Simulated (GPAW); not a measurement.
Here is a GPAW 26.7.0 calculation.

The input run.py:

```python
from ase import Atoms
from ase.dft.bandgap import bandgap
from ase.io import write
from ase.units import Bohr, GPa
from gpaw import GPAW, PW
from gpaw.elf import elf_from_dft_calculation

atoms = Atoms(['Ta', 'Ta'],
              cell=[[2.9003720726, 0.0, 0.0],
                    [-1.4501860363, 2.5117958953, 0.0],
                    [0.0, 0.0, 5.166274]],
              scaled_positions=[[0.3333333333, 0.6666666667, 0.25],
                                [0.6666666667, 0.3333333333, 0.75]],
              pbc=True)

calc = GPAW(mode=PW(600),
            xc='PBE',
            kpts={'size': (11, 11, 5), 'gamma': True},
            occupations={'name': 'fermi-dirac', 'width': 0.05},
            nbands=26,
            convergence={'density': 1e-05, 'energy': 1e-05},
            maxiter=150,
            txt='gpaw.txt')
atoms.calc = calc
energy = atoms.get_potential_energy()
forces = atoms.get_forces()
stress = atoms.get_stress()
calc.write('gs.gpw')
write('result.traj', atoms)
print(f'Energy: {energy:.6f} eV')
print('Forces (eV/A):')
print(forces.round(4))
print('Stress (GPa):', (stress / GPa).round(3))
print('Fermi level:', round(calc.get_fermi_level(), 4), 'eV')
print(f'Gap: {bandgap(calc)[0]:.4f} eV, direct: {bandgap(calc, direct=True)[0]:.4f} eV')

# fields on the real-space grid
write('density.cube', atoms, data=calc.get_pseudo_density() * Bohr**3)
write('potential.cube', atoms, data=calc.get_electrostatic_potential())
write('elf.cube', atoms, data=elf_from_dft_calculation(calc).data)
```

Potentials or basis: GPAW PAW data sets (gpaw-data 1.2.1), pw.

Launch:

```sh
$ OMP_NUM_THREADS=1 python run.py
```

(1) Estimate the pressure.

(2) Predict the band gap on the k mesh.

Answers

(1) -0.8 GPa.

(2) none (metal or under the smearing width).
